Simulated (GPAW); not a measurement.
# BN (F-43m) in GPAW: notebook

Aim: see how the results for BN move with the level of theory and the settings. Levels: PBE, LDA. Tasks: single point, relaxation of cell and atoms.

Program: GPAW 26.7.0. These are calculated values, not measurements. Logs are shortened: lines on timing, memory, paths and dates and some standing lists are left out, and cuts for length are marked. The log counts tension as positive stress, the text compression.

### Step 1. The structure

It takes space group F-43m (No. 216, cubic). The conventional cell has a = 3.626 Å, b = 3.626 Å, c = 3.626 Å, α = 90.00°, β = 90.00°, γ = 90.00°. N (site symmetry -43m) is surrounded by 4 B at 1.57 Å. Around B (site symmetry -43m) lie 4 N at 1.57 Å.

The cell is a database's computed one.

### Step 2. Single point, PBE

run.py

```python
from ase.dft.bandgap import bandgap
from ase.io import read, write
from ase.units import GPa
from gpaw import GPAW, PW

atoms = read('BN.xyz')

calc = GPAW(mode=PW(800),
            xc='PBE',
            kpts={'size': (13, 13, 13), 'gamma': True},
            occupations={'name': 'methfessel-paxton', 'order': 0, 'width': 0.011},
            nbands=11,
            convergence={'density': 1e-05, 'energy': 1e-05},
            maxiter=150,
            txt='gpaw.txt')
atoms.calc = calc
energy = atoms.get_potential_energy()
forces = atoms.get_forces()
stress = atoms.get_stress()
calc.write('gs.gpw')
write('result.traj', atoms)
print(f'Energy: {energy:.6f} eV')
print('Forces (eV/A):')
print(forces.round(4))
print('Stress (GPa):', (stress / GPa).round(3))
print('Fermi level:', round(calc.get_fermi_level(), 4), 'eV')
print(f'Gap: {bandgap(calc)[0]:.4f} eV, direct: {bandgap(calc, direct=True)[0]:.4f} eV')
```

BN.xyz

```xyz
2
Lattice="0.0000000000 1.8130010000 1.8130010000 1.8130010000 0.0000000000 1.8130010000 1.8130010000 1.8130010000 0.0000000000" Properties=species:S:1:pos:R:3 pbc="T T T"
N      0.9065005000      0.9065005000      0.9065005000
B      0.0000000000      0.0000000000      0.0000000000
```

Potentials or basis: GPAW PAW data sets (gpaw-data 1.2.1), pw.

Command:

```
> OMP_NUM_THREADS=1 python run.py
```

gpaw.txt:

```text
__  _  _
 | _ |_)|_||  |
 |__||  | ||/\| - 26.7.0

Input parameters:
  mode=PW(ecut=800.0),
  convergence={'density': 1e-05, 'energy': 1e-05},
  kpts=MonkhorstPack(size=(13, 13, 13), gamma=True),
  maxiter=150,
  nbands=11,
  occupations=Occupations(name='methfessel-paxton', order=0, width=0.011),
  xc=XC(name='PBE')

Diagonalizing LCAO Hamiltonian
Converting LCAO to pw mode

          N
       B

Atoms  # Å, Bohr magnetons
|   | symbol |        x |        y |        z |    initial magnetic moments |
|---|--------|----------|----------|----------|-----------------------------|
| 0 |      N | 0.906501 | 0.906501 | 0.906501 | ( 0.0000,  0.0000,  0.0000) |
| 1 |      B | 0.000000 | 0.000000 | 0.000000 | ( 0.0000,  0.0000,  0.0000) |

Unit cell  # Å
| periodic |        x |        y |        z |  lengths |    angles |
|----------|----------|----------|----------|----------|-----------|
|      yes | 0.000000 | 1.813001 | 1.813001 | 2.563971 | 60.000000 |
|      yes | 1.813001 | 0.000000 | 1.813001 | 2.563971 | 60.000000 |
|      yes | 1.813001 | 1.813001 | 0.000000 | 2.563971 | 60.000000 |

Number of symmetries: 24
Symmetry operations  # r_c * U_cc + t_c -> r_c
|    | kind |            matrix            |
|----|------|------------------------------|
|  0 |  E   |  1, 0, 0,  0, 1, 0,  0, 0, 1 |
|  1 |  σ   |  1, 0, 0,  0, 0, 1,  0, 1, 0 |
|  2 |  σ   |  1, 0,-1,  0, 1,-1,  0, 0,-1 |
|  3 |  C3  |  1, 0,-1,  0, 0,-1,  0, 1,-1 |
|  4 |  C3  |  1,-1, 0,  0,-1, 1,  0,-1, 0 |
|  5 |  σ   |  1,-1, 0,  0,-1, 0,  0,-1, 1 |
|  6 |  σ   |  0, 1, 0,  1, 0, 0,  0, 0, 1 |
|  7 |  C3  |  0, 1, 0,  0, 0, 1,  1, 0, 0 |
|  8 |  C2  |  0, 1,-1,  1, 0,-1,  0, 0,-1 |
|  9 |  S4  |  0, 1,-1,  0, 0,-1,  1, 0,-1 |
| 10 |  C3  |  0, 0, 1,  1, 0, 0,  0, 1, 0 |
| 11 |  σ   |  0, 0, 1,  0, 1, 0,  1, 0, 0 |
| 12 |  S4  |  0, 0,-1,  1, 0,-1,  0, 1,-1 |
| 13 |  C3  |  0, 0,-1,  0, 1,-1,  1, 0,-1 |
| 14 |  S4  |  0,-1, 1,  1,-1, 0,  0,-1, 0 |
| 15 |  C2  |  0,-1, 1,  0,-1, 0,  1,-1, 0 |
| 16 |  C3  |  0,-1, 0,  1,-1, 0,  0,-1, 1 |
| 17 |  S4  |  0,-1, 0,  0,-1, 1,  1,-1, 0 |
| 18 |  S4  | -1, 1, 0, -1, 0, 1, -1, 0, 0 |
| 19 |  C3  | -1, 1, 0, -1, 0, 0, -1, 0, 1 |
| 20 |  C3  | -1, 0, 1, -1, 1, 0, -1, 0, 0 |
| 21 |  S4  | -1, 0, 1, -1, 0, 0, -1, 1, 0 |
| 22 |  σ   | -1, 0, 0, -1, 1, 0, -1, 0, 1 |
| 23 |  C2  | -1, 0, 0, -1, 0, 1, -1, 1, 0 |

BZ-sampling:
  Number of BZ points: 2197
  Number of IBZ points: 84

  Monkhorst-Pack size: [13, 13, 13]
  Monkhorst-Pack shift: [0, 0, 0]

K-points  # in reciprocal-cell coordinates
|     |                                coordinates |     weight |
|-----|--------------------------------------------|------------|
|   0 | (  0.00000000,   0.00000000,   0.00000000) | 0.00045517 |
|   1 | (  0.07692308,   0.07692308,   0.00000000) | 0.00273100 |
|   2 | (  0.07692308,   0.07692308,   0.07692308) | 0.00364133 |
|   3 | (  0.15384615,   0.07692308,   0.07692308) | 0.00546199 |
|   4 | (  0.15384615,   0.15384615,   0.00000000) | 0.00273100 |
|   5 | (  0.15384615,   0.15384615,   0.07692308) | 0.01092399 |
|   6 | (  0.15384615,   0.15384615,   0.15384615) | 0.00364133 |
|   7 | (  0.23076923,   0.15384615,   0.07692308) | 0.01092399 |
|   8 | (  0.23076923,   0.15384615,   0.15384615) | 0.01092399 |
|   9 | (  0.23076923,   0.23076923,   0.00000000) | 0.00273100 |
| ... |                                            |            |
|  83 | (  0.46153846,   0.46153846,   0.46153846) | 0.00364133 |

Plane wave coefficients: 623
Cutoff: 800.0 eV

Spin-components: 1 (collinear spins)
Bands:           11
Projectors:      10
Spin-degeneracy: 2
Datatype:        complex128

Parallelization:
  kpt:    1
  domain: 1
  band:   1

Density:
  Valence electrons: 8.0
  Components: 1
  Grid points: [18 18 18]
  Charge: 0.0  # |e|

Potential:
  Grid points: [18 18 18]

species:
  N:
    name:    Nitrogen
    Z:       7.0
    valence: 5
    core:    2
    charge:  0.0  # [|e|]
    compensation charges:
      type: gauss
      rc: 0.18  # [Å]
      lmax: 2
    cutoffs:
      filter: 1.11  # [Å]
      core: 0.96  # [Å]
    projectors
    | kind |    occ | energy [eV] | rcut [Å] |
    |------|--------|-------------|----------|
    |   2s |  2.000 |     -18.583 |    0.603 |
    |   2p |  3.000 |      -7.089 |    0.529 |
    |    s |        |       8.629 |    0.603 |
    |    p |        |      20.123 |    0.529 |
    |    d |        |       0.000 |    0.577 |

    Using partial waves for N as LCAO basis

  B:
    name:    Boron
    Z:       5.0
    valence: 3
    core:    2
    charge:  0.0  # [|e|]
    compensation charges:
      type: gauss
      rc: 0.20  # [Å]
      lmax: 2
    cutoffs:
      filter: 1.14  # [Å]
      core: 1.38  # [Å]
    projectors
    | kind |    occ | energy [eV] | rcut [Å] |
    |------|--------|-------------|----------|
    |   2s |  2.000 |      -9.443 |    0.635 |
    |   2p |  1.000 |      -3.606 |    0.635 |
    |    s |        |      17.768 |    0.635 |
    |    p |        |      23.605 |    0.635 |
    |    d |        |       0.000 |    0.635 |

    Using partial waves for B as LCAO basis

Reference energy: -2151.211071  # eV

eigensolver:
  PPCG
  Converge bands: occupied
  niter=2

density mixing:
  MSR1-Mixer
  Pratt-step length: 0.05
  Maximum mixing coefficient: 0.75
  Old densities: 10
  SVD Regularization: 0.005
  Good broyden scale: 1.0
  Trust region scale: 1.0
  Backstep threshold: 4.0
  History deletion threshold: 6.0
  Fourier metric: weight=20.0, sigma=0.015

occupation numbers:
  Methfessel-Paxton:
    width: 0.0110  # eV
    order: 0

poisson solver:
  ecut: 6400.0  # eV

xc functional:
  name: PBE with 2 nearest neighbor stencil

convergence criteria:
- Maximum integral of absolute [dens]ity change: 1e-05 electrons / valence electron
- Maximum [total energy] change in last 3 cyles: 1e-05 eV / valence electron
- Maximum integral of absolute [eigenst]ate change: 4e-08 eV^2 / valence electron
maximum number of iterations: 150

SCF iterations
|iter     | |      energy | eigst |  dens |
|---------|-|-------------|-------|-------|
|iter:   1| |  -18.328310 | +0.10 |       |
|iter:   2| |  -18.154821 | -2.09 | -0.74 |
|iter:   3| |  -17.511374 | -1.38 | -0.78 |
|iter:   4| |  -17.503949 | -2.90 | -1.38 |
|iter:   5| |  -17.503674 | -3.46 | -1.83 |
|iter:   6| |  -17.503741 | -5.34 | -2.58 |
|iter:   7| |  -17.503741c| -7.03 | -3.56 |
|iter:   8| |  -17.503741c| -8.72c| -4.32 |
|iter:   9| |  -17.503741c| -8.75c| -5.39c|

Converged in 9 steps
Energy contributions relative to reference atoms: (reference = -2151.211071)

Energy contributions:
  Kinetic:          15.731802
  Coulomb:         -15.158113
  Zero:              0.099222
  External:          0.000000
  Xc:              -18.176652
  Entropy:           0.000000
  Spinorbit:         0.000000
  ----------------------------
  Free energy:     -17.503741
  Extrapolated:    -17.503741

dipole moment: (-7.306944, -7.306944, -7.306944)  # |e|*Ang

Fermi level: 12.190
Eigenvalues  # (at kpt = [0.000, 0.000, 0.000])
| band index |      eig [eV] | occ [0-2] |
|------------|---------------|-----------|
|          0 |       -10.173 |     2.000 |
|          1 |         9.950 |     2.000 |
|          2 |         9.950 |     2.000 |
|          3 |         9.950 |     2.000 |
|          4 |        18.736 |     0.000 |
|          5 |        18.736 |     0.000 |
|          6 |        18.736 |     0.000 |
|          7 |        20.166 |     0.000 |
|          8 |        34.537 |     0.000 |
|          9 |        37.639 |     0.000 |
|         10 |        38.108 |     0.000 |

Gap: 4.534 eV
Transition (v -> c):
  (s=0, k=0, n=3, [0.00, 0.00, 0.00]) -> (s=0, k=77, n=4, [0.46, 0.46, 0.00])
Direct/indirect transitions are different
Direct gap: 8.787 eV
Transition at: (s=0, k=0, n=3, [0.00, 0.00, 0.00])

Forces  # eV/Ang
|        x |        y |        z |
|----------|----------|----------|
| -0.00000 | -0.00000 | -0.00000 |  # N    0
|  0.00000 | -0.00000 | -0.00000 |  # B    1

Stress tensor  # eV/Ang^3
|        x |        y |        z |
|----------|----------|----------|
| 0.009999 | 0.000000 | 0.000000 |
| 0.000000 | 0.009999 | 0.000000 |
| 0.000000 | 0.000000 | 0.009999 |

# Writing to gs.gpw (mode='')
```

Run time: 15 s. Hardware: 1 thread of Arm Neoverse V1, shared host; peak memory 0.14 GiB.

What came out:

- Free energy: -17.5037 eV
- Pressure: -1.6 GPa
- Band gap on the k mesh: 4.53 eV, indirect (least direct gap 8.79 eV)

Levels at points of the mesh, in eV from the valence-band top:
```csv
k point,band 1,band 2,band 3,band 4,band 5,band 6,band 7
"(0.00, 0.00, 0.00)",-20.12,0.00,0.00,0.00,8.79,8.79,8.79
```

Caveat: an odd mesh through Γ misses points on the zone boundary, where band edges often lie.

### Step 3. Relaxation of cell and atoms, PBE

run.py

```python
from ase.filters import FrechetCellFilter
from ase.io import read, write
from ase.optimize import BFGS
from gpaw import GPAW, PW

atoms = read('BN.xyz')

calc = GPAW(mode=PW(800),
            xc='PBE',
            kpts={'size': (13, 13, 13), 'gamma': True},
            occupations={'name': 'fermi-dirac', 'width': 0.05},
            nbands=11,
            convergence={'density': 1e-05, 'forces': 0.0001},
            maxiter=150,
            txt='gpaw.txt')
atoms.calc = calc
opt = BFGS(FrechetCellFilter(atoms), trajectory='relax.traj', logfile='-')
done = opt.run(fmax=0.02, steps=100)
calc.write('gs.gpw')
write('result.traj', atoms)
print('Converged:', done)
print('Cell:', atoms.cell.cellpar().round(4))
print('Volume:', round(atoms.get_volume(), 4))
print(atoms.get_scaled_positions().round(5))
```

BN.xyz is that of step 2.

Potentials or basis: GPAW PAW data sets (gpaw-data 1.2.1), pw.

Command:

```
> OMP_NUM_THREADS=1 python run.py
```

Run time: 38 s. Hardware: 1 thread of Arm Neoverse V1, shared host; peak memory 0.17 GiB.

It converged, with:

```
Free energy                            : -17.5036 eV
Relaxed volume                         : 5.93 Å³/atom
Relaxed cell                           : a = 2.560 Å, b = 2.560 Å, c = 2.560 Å, α = 60.00°, β = 60.00°, γ = 60.00°
Space group after relaxing (to 0.05 Å) : F-43m (No. 216)
Energy gained by relaxing              : -0.1 meV/atom
Ionic steps                            : 3
Pressure after relaxing                : 0.0 GPa
Band gap on the k mesh                 : 4.54 eV, indirect (least direct gap 8.81 eV)
```

Step by step:
| step | energy change (eV) | largest force (eV/Å) | pressure (GPa) | volume (Å³) |
| --- | --- | --- | --- | --- |
| 1 | 0.0000 | 0.0000 | -1.60 | 11.92 |
| 2 | 0.0000 | 0.0000 | -1.13 | 11.90 |
| 3 | 0.0001 | 0.0000 | 0.01 | 11.87 |

Final structure:
```
CELL_PARAMETERS angstrom
0.00000 1.81040 1.81040
1.81040 0.00000 1.81040
1.81040 1.81040 0.00000
ATOMIC_POSITIONS crystal
N 0.25000 0.25000 0.25000
B 0.00000 0.00000 0.00000
```

Levels at points of the mesh, in eV from the valence-band top:
```
           k point  band 2  band 3  band 4  band 5  band 6  band 7
(0.00, 0.00, 0.00)    0.00    0.00    0.00    8.81    8.81    8.81
```

Caveat: later steps reuse the first step's grids; an odd mesh through Γ misses points on the zone boundary, where band edges often lie. A hybrid or GW would open this gap; PBE tends to underestimate it.

### Step 4. Relaxation of cell and atoms, LDA, target pressure 10 GPa, at which the enthalpy is minimised

run.py

```python
from ase import Atoms
from ase.filters import FrechetCellFilter
from ase.io import write
from ase.optimize import BFGS
from ase.units import GPa
from gpaw import GPAW, PW

atoms = Atoms(['N', 'B'],
              cell=[[0.0, 1.813001, 1.813001],
                    [1.813001, 0.0, 1.813001],
                    [1.813001, 1.813001, 0.0]],
              scaled_positions=[[0.25, 0.25, 0.25],
                                [0.0, 0.0, 0.0]],
              pbc=True)

calc = GPAW(mode=PW(800),
            xc='LDA',
            kpts={'size': (13, 13, 13), 'gamma': True},
            occupations={'name': 'fermi-dirac', 'width': 0.05},
            nbands=11,
            convergence={'density': 1e-05, 'forces': 0.0001},
            maxiter=150,
            txt='gpaw.txt')
atoms.calc = calc
opt = BFGS(FrechetCellFilter(atoms, scalar_pressure=10 * GPa), trajectory='relax.traj', logfile='-')
done = opt.run(fmax=0.05, steps=100)
calc.write('gs.gpw')
write('result.traj', atoms)
print('Converged:', done)
print('Cell:', atoms.cell.cellpar().round(4))
print('Volume:', round(atoms.get_volume(), 4))
print(atoms.get_scaled_positions().round(5))
```

Potentials or basis: the program's PAW data sets (release 1.2.1) made for this functional, pw.

Command:

```
> OMP_NUM_THREADS=1 python run.py
```

Run time: 40 s. Hardware: 1 thread of Arm Neoverse V1, shared host; peak memory 0.17 GiB.

It converged, with:

```
Free energy                                            : -19.4819 eV
Relaxed volume                                         : 5.57 Å³/atom
Relaxed cell                                           : a = 2.508 Å, b = 2.508 Å, c = 2.508 Å, α = 60.00°, β = 60.00°, γ = 60.00°
Space group after relaxing (to 0.05 Å)                 : F-43m (No. 216)
Energy change on relaxing (the enthalpy is what falls) : -3.4 meV/atom
Ionic steps                                            : 3
Pressure after relaxing                                : 11.0 GPa
Band gap on the k mesh                                 : 4.50 eV, indirect (least direct gap 8.97 eV)
```

Step by step:
```csv
step,energy change (eV),largest force (eV/Å),pressure (GPa),volume (Å³)
1,0.0000,0.0000,-15.48,11.92
2,-0.0157,0.0000,-8.09,11.68
3,-0.0069,0.0000,11.01,11.15
```

Final structure:
```xyz
2
Lattice="0.0000 1.7731 1.7731 1.7731 0.0000 1.7731 1.7731 1.7731 0.0000" Properties=species:S:1:pos:R:3 pbc="T T T"
N     0.8866    0.8866    0.8866
B     0.0000    0.0000    0.0000
```

Levels at points of the mesh, in eV from the valence-band top:
```tsv
k point	band 2	band 3	band 4	band 5	band 6	band 7
(0.00, 0.00, 0.00)	0.00	0.00	0.00	8.97	8.97	8.97
```

Caveat: later steps reuse the first step's grids; an odd mesh through Γ misses points on the zone boundary, where band edges often lie.

### Step 5. Overview

```tsv
task	level	potentials or basis	cell	smearing	optimizer	fmax	max steps	convergence	target pressure	gap on the mesh (eV)	pressure (GPa)
single point	PBE	GPAW PAW data sets (gpaw-data 1.2.1), pw	as given	gaussian 0.011 eV	-	-	-	-	-	4.53	-1.6
relaxation of cell and atoms	PBE	GPAW PAW data sets (gpaw-data 1.2.1), pw	relaxed	fermi-dirac 0.05 eV	BFGS	0.02 eV/Å	100	density=1e-05 forces=0.0001	-	4.54	0.0
relaxation of cell and atoms	LDA	the program's PAW data sets (release 1.2.1) made for this functional, pw	relaxed to 10 GPa	fermi-dirac 0.05 eV	BFGS	0.05 eV/Å	100	density=1e-05 forces=0.0001	10 GPa	4.50	11.0
```

Alike in all rows: no spin polarisation; k mesh 13 × 13 × 13; cutoff (eV) 800.

Caveats: an odd mesh through Γ misses points on the zone boundary, where band edges often lie; later steps reuse the first step's grids (some runs).

Total energies depend on the potentials used, so only differences within one code and one set of settings carry meaning.

### Step 6. Against experiment

Step 2. The gap isn't set beside the measured one, since this odd mesh misses points on the zone boundary.
